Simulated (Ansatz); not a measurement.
## Bi: relaxation of cell and atoms with PBEsol+D3(BJ)

The system is Bi.

```
Bi
1.0
    -1.98143    1.98143    1.98143
     1.98143   -1.98143    1.98143
     1.98143    1.98143   -1.98143
Bi
1
Cartesian
  0.0000 0.0000 0.0000
```

This isn't the form of Bi at room conditions, which is rhombohedral.

```yaml
Program: Ansatz 0.2.0
Task: relaxation of cell and atoms
Functional: PBEsol
Dispersion: D3(BJ)
Potentials_or_basis: Ansatz PAW
Cutoff: "420 eV (not typed: the program's choice for these potentials)"
k_mesh: 9 × 9 × 9
Occupations: fermi-dirac, width 0.05 eV
Spin: no spin polarisation
```

* Relaxed volume: 28.52 Å³/atom
* Relaxed cell: a = 3.334 Å, b = 3.334 Å, c = 3.334 Å, α = 109.47°, β = 109.47°, γ = 109.47°
* Space group after relaxing (to 0.05 Å): Im-3m (No. 229)
* Energy gained by relaxing: 41.7 meV/atom
* Ionic steps: 5
* Pressure after relaxing: 0.0 GPa
* Band gap on the k mesh: none (metal or under the smearing width)

The path:
```tsv
step	energy change (eV)	largest force (eV/Å)	volume (Å³)
1	0.0000	0.0000	31.12
2	-0.0392	0.0000	27.85
3	-0.0422	0.0000	28.60
4	-0.0423	0.0000	28.52
5	-0.0417	0.0000	28.52
```

Final structure:
```yaml
crystal:
  lattice:
    - [-1.92470, 1.92470, 1.92470]
    - [1.92470, -1.92470, 1.92470]
    - [1.92470, 1.92470, -1.92470]
  atoms:
    - { symbol: Bi, position: [0.00000, 0.00000, 0.00000] }
```

Levels at points of the mesh, in eV from the Fermi level:
```tsv
k point	band 5	band 6	band 7	band 8	band 9	band 10
(0.00, 0.00, 0.00)	-23.00	-14.30	5.65	5.65	5.65	10.18
```

Wall time 2.9 s on 2 threads of Arm Neoverse V1, on a shared host, peak memory 0.28 GiB.

Caveat: the plane-wave basis is chosen anew once the cell has moved, so the energies of steps on either side of that aren't comparable; spin-orbit coupling is left out, which moves the levels of the heavy elements; pairwise dispersion overbinds metals, which lowers pressure and volume; the PAW data sets come from PBE, with cores solved anew for the run's functional, which leaves a small shift of forces and pressure.
